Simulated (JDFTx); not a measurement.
# KF (Pm-3m) in JDFTx: equation of state

How stiff is KF in PBE, and what volume does it want? The cell is scaled to several volumes.

All numbers are computed with JDFTx 1.7.0 (patched build); they aren't measurements. Logs are shortened: lines on timing, memory, paths and dates and some standing lists are left out, and cuts for length are marked. The log counts tension as positive stress, the text compression.

## Step 1: Starting point

The structure is cubic, space group Pm-3m (No. 221). Conventional cell: a = 3.259 Å, b = 3.259 Å, c = 3.259 Å, α = 90.00°, β = 90.00°, γ = 90.00°. K (site symmetry m-3m) has 8 F at 2.82 Å as nearest neighbours. F (site symmetry m-3m) is surrounded by 8 K at 2.82 Å.

The cell comes from a database or a generator and needn't be the stable form of this composition.

## Step 2: Equation of state, PBE, 16.27 Å³/atom (volume scaled by 0.94)

File KF.in:

```
lattice \
    6.0328127915     0.0000000000     0.0000000000 \
    0.0000000000     6.0328127915     0.0000000000 \
    0.0000000000     0.0000000000     6.0328127915
coords-type Lattice
ion K      0.0000000000     0.0000000000     0.0000000000 1
ion F      0.5000000000     0.5000000000     0.5000000000 1

ion-species pseudo/K.upf
ion-species pseudo/F.upf
elec-cutoff 42
elec-ex-corr gga-PBE
kpoint-folding 8 8 8
elec-smearing Fermi 0.0018374661
elec-n-bands 14
electronic-SCF nIterations 100 energyDiffThreshold 1e-08
electronic-minimize nIterations 30 energyDiffThreshold 1e-7
forces-output-coords Cartesian

dump-name run.$VAR
dump End Ecomponents EigStats BandEigs Kpoints Forces Stress
```

Potentials or basis: PseudoDojo-SR-PBE-0.5-standard.

Command:

```sh
> jdftx -c 1 -i KF.in -o KF.out
```

Output:

```text
*************** JDFTx 1.7.0 (patched build) ***************

[... 9 lines left out ...]
---------- Initializing the Grid ----------
R =
[      6.03281            0            0  ]
[            0      6.03281            0  ]
[            0            0      6.03281  ]
unit cell volume = 219.563
G =
[     1.0415          0          0  ]
[          0     1.0415          0  ]
[          0          0     1.0415  ]
Minimum fftbox size, Smin = [  36  36  36  ]
Chosen fftbox size, S = [  36  36  36  ]

---------- Exchange Correlation functional ----------
Initalized PBE GGA exchange.
Initalized PBE GGA correlation.

---------- Setting up pseudopotentials ----------
Width of ionic core gaussian charges (only for fluid interactions / plotting) set to 0

Reading pseudopotential file 'pseudo/K.upf':
  'K' pseudopotential, 'PBE' functional
  Generated using ONCVPSP code by D. R. Hamann
  9 valence electrons, 3 orbitals, 6 projectors, 1001 radial grid points, with lMax = 2
    3S    l: 0   occupation:  2.0   eigenvalue: -1.298836
    3P    l: 1   occupation:  6.0   eigenvalue: -0.691386
    4S    l: 0   occupation:  1.0   eigenvalue: -0.085223
  WARNING: large normalization error in atomic orbital 2s (integral: 0.980832).
  Core radius for overlap checks: 1.56 bohrs.

Reading pseudopotential file 'pseudo/F.upf':
  'F' pseudopotential, 'PBE' functional
  Generated using ONCVPSP code by D. R. Hamann
  7 valence electrons, 2 orbitals, 5 projectors, 832 radial grid points, with lMax = 2
    2S    l: 0   occupation:  2.0   eigenvalue: -1.098789
    2P    l: 1   occupation:  5.0   eigenvalue: -0.408344
  Core radius for overlap checks: 1.56 bohrs.

Initialized 2 species with 2 total atoms.

Folded 1 k-points by 8x8x8 to 512 k-points.

---------- Setting up k-points, bands, fillings ----------
Reduced to 35 k-points under symmetry.
Computing the number of bands and number of electrons
Calculating initial fillings.
nElectrons:  16.000000   nBands: 14   nStates: 35

----- Setting up reduced wavefunction bases (one per k-point) -----
average nbasis = 2855.643 , ideal nbasis = 2854.483

---------- Setting up ewald sum ----------
Optimum gaussian width for ewald sums = 2.144165 bohr.
Real space sum over 1331 unit cells with max indices [  5  5  5  ]
Reciprocal space sum over 2197 terms with max indices [  6  6  6  ]

---------- Allocating electronic variables ----------
Initializing wave functions:  linear combination of atomic orbitals
Note: number of bands (14) exceeds available atomic orbitals (9)
K pseudo-atom occupations:   s ( 2 1 )  p ( 6 )
F pseudo-atom occupations:   s ( 2 )  p ( 5 )
	FillingsUpdate:  mu: +0.375753100  nElectrons: 16.000000
LCAOMinimize: Iter:   0  F: -52.4299703803059032  |grad|_K:  5.623e-03  alpha:  1.000e+00
	FillingsUpdate:  mu: +0.300000000  nElectrons: 16.000000
LCAOMinimize: Iter:   1  F: -52.4871068351490635  |grad|_K:  2.152e-03  alpha:  3.411e-01  linmin: -2.262e-01  cgtest:  8.466e-01
LCAOMinimize: Encountered beta<0, resetting CG.
[... 12 lines of inner loops ...]
LCAOMinimize: Iter:   6  F: -52.4946729599854507  |grad|_K:  6.770e-07  alpha:  8.836e-01  linmin: -2.923e-05  cgtest: -1.102e-02
	FillingsUpdate:  mu: +0.300000000  nElectrons: 16.000000
LCAOMinimize: Iter:   7  F: -52.4946729607001146  |grad|_K:  1.228e-08  alpha:  4.543e-01  linmin: -2.909e-05  cgtest:  2.165e-03
LCAOMinimize: Converged (|Delta F|<1.000000e-06 for 2 iters).

-------- Electronic minimization -----------
Will mix electronic density at each iteration.
	FillingsUpdate:  mu: +0.300000000  nElectrons: 16.000000
	FillingsUpdate:  mu: +0.300000000  nElectrons: 16.000000
SCF: Cycle:  0   F: -52.508575783898323   dF: -1.390e-02   |Residual|: 1.441e-01   |deigs|: 6.802e-01
	FillingsUpdate:  mu: +0.300000000  nElectrons: 16.000000
SCF: Cycle:  1   F: -52.526942175992652   dF: -1.837e-02   |Residual|: 2.071e-02   |deigs|: 4.162e-02
	FillingsUpdate:  mu: +0.300000000  nElectrons: 16.000000
SCF: Cycle:  2   F: -52.527470119391538   dF: -5.279e-04   |Residual|: 4.446e-03   |deigs|: 1.174e-02
	FillingsUpdate:  mu: +0.300000000  nElectrons: 16.000000
SCF: Cycle:  3   F: -52.527514261939430   dF: -4.414e-05   |Residual|: 1.488e-03   |deigs|: 4.510e-03
	FillingsUpdate:  mu: +0.300000000  nElectrons: 16.000000
SCF: Cycle:  4   F: -52.527522568021773   dF: -8.306e-06   |Residual|: 3.548e-04   |deigs|: 1.822e-03
	FillingsUpdate:  mu: +0.300000000  nElectrons: 16.000000
SCF: Cycle:  5   F: -52.527523615319737   dF: -1.047e-06   |Residual|: 3.493e-04   |deigs|: 1.531e-03
	FillingsUpdate:  mu: +0.300000000  nElectrons: 16.000000
SCF: Cycle:  6   F: -52.527524210777742   dF: -5.955e-07   |Residual|: 1.007e-04   |deigs|: 1.729e-03
	FillingsUpdate:  mu: +0.300000000  nElectrons: 16.000000
SCF: Cycle:  7   F: -52.527524350324541   dF: -1.395e-07   |Residual|: 3.870e-05   |deigs|: 1.590e-03
	FillingsUpdate:  mu: +0.300000000  nElectrons: 16.000000
SCF: Cycle:  8   F: -52.527524426521268   dF: -7.620e-08   |Residual|: 1.530e-05   |deigs|: 2.524e-03
	FillingsUpdate:  mu: +0.300000000  nElectrons: 16.000000
SCF: Cycle:  9   F: -52.527524441008268   dF: -1.449e-08   |Residual|: 9.342e-06   |deigs|: 1.057e-03
	FillingsUpdate:  mu: +0.300000000  nElectrons: 16.000000
SCF: Cycle: 10   F: -52.527524448965487   dF: -7.957e-09   |Residual|: 1.921e-05   |deigs|: 1.898e-03
	FillingsUpdate:  mu: +0.300000000  nElectrons: 16.000000
SCF: Cycle: 11   F: -52.527524450550217   dF: -1.585e-09   |Residual|: 9.055e-06   |deigs|: 1.361e-03
SCF: Converged (|Delta E|<1.000000e-08 for 2 iters).

Setting wave functions to eigenvectors of Hamiltonian

# Stress tensor in Cartesian coordinates [Eh/a0^3]:
[ -7.65521e-05            0            0  ]
[            0 -7.65521e-05            0  ]
[            0            0 -7.65521e-05  ]

# Ionic positions in lattice coordinates:
ion K   0.000000000000000   0.000000000000000   0.000000000000000 1
ion F   0.500000000000000   0.500000000000000   0.500000000000000 1

# Forces in Cartesian coordinates:
force K   0.000000000000000   0.000000000000000   0.000000000000000 1
force F  -0.000000000000000  -0.000000000000000  -0.000000000000000 1

# Energy components:
   Eewald =      -38.9447361285655731
       EH =       12.2889657077499237
     Eloc =      -44.3242066755466695
      Enl =        1.6412975567930848
      Exc =      -12.0118005516755630
 Exc_core =        2.2891328653694107
       KE =       26.5338227753251594
-------------------------------------
     Etot =      -52.5275244505502172
       TS =        0.0000000000000000
-------------------------------------
        F =      -52.5275244505502172

IonicMinimize: Iter:   0  F: -52.527524450550217  |grad|_K:  2.269e-41
IonicMinimize: Converged (|grad|_K<1.000000e-04).

#--- Lowdin population analysis ---
# oxidation-state K +0.856
# oxidation-state F -0.773

Dumping 'run.eigStats' ...
	eMin: -0.867439 at state 0 ( [ +0.000000 +0.000000 +0.000000 ] spin 0 )
	HOMO: +0.119705 at state 14 ( [ +0.000000 +0.500000 +0.500000 ] spin 0 )
	mu  : +0.300000
	LUMO: +0.367211 at state 0 ( [ +0.000000 +0.000000 +0.000000 ] spin 0 )
	eMax: +0.887924 at state 0 ( [ +0.000000 +0.000000 +0.000000 ] spin 0 )
	HOMO-LUMO gap: +0.247506
	Optical gap  : +0.248939 at state 0 ( [ +0.000000 +0.000000 +0.000000 ] spin 0 )
Done!
[note: mu as printed may lie anywhere between the filled and the empty levels]
```

It took 47 s on 1 thread of Arm Neoverse V1, shared host; peak memory 0.1 GiB.

Results:

- Free energy: -1429.3468 eV
- Pressure: 2.3 GPa
- Band gap on the k mesh: 6.73 eV, indirect (least direct gap 6.77 eV)
- Loewdin charges: K +0.86; F -0.77 e

Caveat: the empty levels aren't tightly converged.

## Step 3: Equation of state, PBE, 16.61 Å³/atom (volume scaled by 0.96)

Edit KF.in of step 2 so:

```diff
@@ -1,5 +1,5 @@
 lattice \
-    6.0328127915     0.0000000000     0.0000000000 \
-    0.0000000000     6.0328127915     0.0000000000 \
-    0.0000000000     0.0000000000     6.0328127915
+    6.0752987885     0.0000000000     0.0000000000 \
+    0.0000000000     6.0752987885     0.0000000000 \
+    0.0000000000     0.0000000000     6.0752987885
 coords-type Lattice
@@ -20,2 +20,2 @@
 dump-name run.$VAR
-dump End Ecomponents EigStats BandEigs Kpoints Forces Stress
+dump End Ecomponents EigStats BandEigs Kpoints Forces Stress ElecDensity Dtot KEdensity
```

Potentials or basis: PseudoDojo-SR-PBE-0.5-standard.

Command:

```sh
> jdftx -c 1 -i KF.in -o KF.out
```

It took 49 s on 1 thread of Arm Neoverse V1, shared host; peak memory 0.11 GiB.

It converged, with:

```
Free energy            : -1429.3546 eV
Pressure               : 1.4 GPa
Band gap on the k mesh : 6.58 eV, indirect (least direct gap 6.62 eV)
Loewdin charges        : K +0.85; F -0.77 e
```

Caveat: the empty levels aren't tightly converged.

## Step 4: Equation of state, PBE, 16.96 Å³/atom (volume scaled by 0.98)

Edit KF.in of step 3 so:

```diff
@@ -1,5 +1,5 @@
 lattice \
-    6.0752987885     0.0000000000     0.0000000000 \
-    0.0000000000     6.0752987885     0.0000000000 \
-    0.0000000000     0.0000000000     6.0752987885
+    6.1171987249     0.0000000000     0.0000000000 \
+    0.0000000000     6.1171987249     0.0000000000 \
+    0.0000000000     0.0000000000     6.1171987249
 coords-type Lattice
```

Command:

```sh
> jdftx -c 1 -i KF.in -o KF.out
```

Run time: 50 s. Hardware: 1 thread of Arm Neoverse V1, shared host; peak memory 0.11 GiB.

It converged, with:

```yaml
Free_energy: -1429.3589 eV
Pressure: 0.6 GPa
Band_gap_on_the_k_mesh: 6.43 eV, indirect (least direct gap 6.48 eV)
Loewdin_charges: K +0.85; F -0.77 e
```

Caveat: the empty levels aren't tightly converged.

## Step 5: Equation of state, PBE, 17.31 Å³/atom

Edit KF.in of step 4 so:

```diff
@@ -1,5 +1,5 @@
 lattice \
-    6.1171987249     0.0000000000     0.0000000000 \
-    0.0000000000     6.1171987249     0.0000000000 \
-    0.0000000000     0.0000000000     6.1171987249
+    6.1585324025     0.0000000000     0.0000000000 \
+    0.0000000000     6.1585324025     0.0000000000 \
+    0.0000000000     0.0000000000     6.1585324025
 coords-type Lattice
```

Command:

```sh
> jdftx -c 1 -i KF.in -o KF.out
```

It took 51 s on 1 thread of Arm Neoverse V1, shared host; peak memory 0.11 GiB.

The run converged. Its results:

```
Free energy            : -1429.3600 eV
Pressure               : -0.1 GPa
Band gap on the k mesh : 6.29 eV, indirect (least direct gap 6.34 eV)
Loewdin charges        : K +0.85; F -0.77 e
```

Caveat: the empty levels aren't tightly converged.

## Step 6: Equation of state, PBE, 17.65 Å³/atom (volume scaled by 1.02)

Edit KF.in of step 5 so:

```diff
@@ -1,5 +1,5 @@
 lattice \
-    6.1585324025     0.0000000000     0.0000000000 \
-    0.0000000000     6.1585324025     0.0000000000 \
-    0.0000000000     0.0000000000     6.1585324025
+    6.1993185738     0.0000000000     0.0000000000 \
+    0.0000000000     6.1993185738     0.0000000000 \
+    0.0000000000     0.0000000000     6.1993185738
 coords-type Lattice
```

Potentials or basis: PseudoDojo-SR-PBE-0.5-standard.

Command:

```sh
> jdftx -c 1 -i KF.in -o KF.out
```

It took 62 s on 1 thread of Arm Neoverse V1, shared host; peak memory 0.11 GiB.

Results (log left out):

```yaml
Free_energy: -1429.3578 eV
Pressure: -0.7 GPa
Band_gap_on_the_k_mesh: 6.15 eV, indirect (least direct gap 6.21 eV)
Loewdin_charges: K +0.85; F -0.77 e
```

Caveat: the empty levels aren't tightly converged.

## Step 7: Equation of state, PBE, 18.00 Å³/atom (volume scaled by 1.04)

Edit KF.in of step 6 so:

```diff
@@ -1,5 +1,5 @@
 lattice \
-    6.1993185738     0.0000000000     0.0000000000 \
-    0.0000000000     6.1993185738     0.0000000000 \
-    0.0000000000     0.0000000000     6.1993185738
+    6.2395750173     0.0000000000     0.0000000000 \
+    0.0000000000     6.2395750173     0.0000000000 \
+    0.0000000000     0.0000000000     6.2395750173
 coords-type Lattice
```

Command:

```sh
> jdftx -c 1 -i KF.in -o KF.out
```

It took 63 s on 1 thread of Arm Neoverse V1, shared host; peak memory 0.11 GiB.

Results (log left out):

| Item | Value |
| --- | --- |
| Free energy | -1429.3536 eV |
| Pressure | -1.3 GPa |
| Band gap on the k mesh | 6.03 eV, indirect (least direct gap 6.08 eV) |
| Loewdin charges | K +0.85; F -0.77 e |

Caveat: the empty levels aren't tightly converged.

## Step 8: Equation of state, PBE, 18.34 Å³/atom (volume scaled by 1.06)

Edit KF.in of step 7 so:

```diff
@@ -1,5 +1,5 @@
 lattice \
-    6.2395750173     0.0000000000     0.0000000000 \
-    0.0000000000     6.2395750173     0.0000000000 \
-    0.0000000000     0.0000000000     6.2395750173
+    6.2793186049     0.0000000000     0.0000000000 \
+    0.0000000000     6.2793186049     0.0000000000 \
+    0.0000000000     0.0000000000     6.2793186049
 coords-type Lattice
```

Command:

```sh
> jdftx -c 1 -i KF.in -o KF.out
```

Run time: 63 s. Hardware: 1 thread of Arm Neoverse V1, shared host; peak memory 0.12 GiB.

The run converged. Its results:

- Free energy: -1429.3471 eV
- Pressure: -1.7 GPa
- Band gap on the k mesh: 5.90 eV, indirect (least direct gap 5.96 eV)
- Loewdin charges: K +0.85; F -0.77 e

Caveat: the empty levels aren't tightly converged.

## Step 9: Equation of state, PBE

Potentials or basis: PseudoDojo-SR-PBE-0.5-standard.

No new run: the results of the series are fitted here.

Results:

* Equilibrium volume: 17.24 Å³/atom
* Bulk modulus: 33 GPa
* Pressure derivative of the bulk modulus: 6.0 (rough: it moves with the points fitted)

Energy against volume, from the lowest point:
| volume (Å³/atom) | energy (meV/atom) |
| --- | --- |
| 16.268 | 6.62 |
| 16.614 | 2.70 |
| 16.960 | 0.56 |
| 17.306 | 0.00 |
| 17.652 | 1.09 |
| 17.999 | 3.20 |
| 18.345 | 6.43 |

Caveat: the empty levels aren't tightly converged.
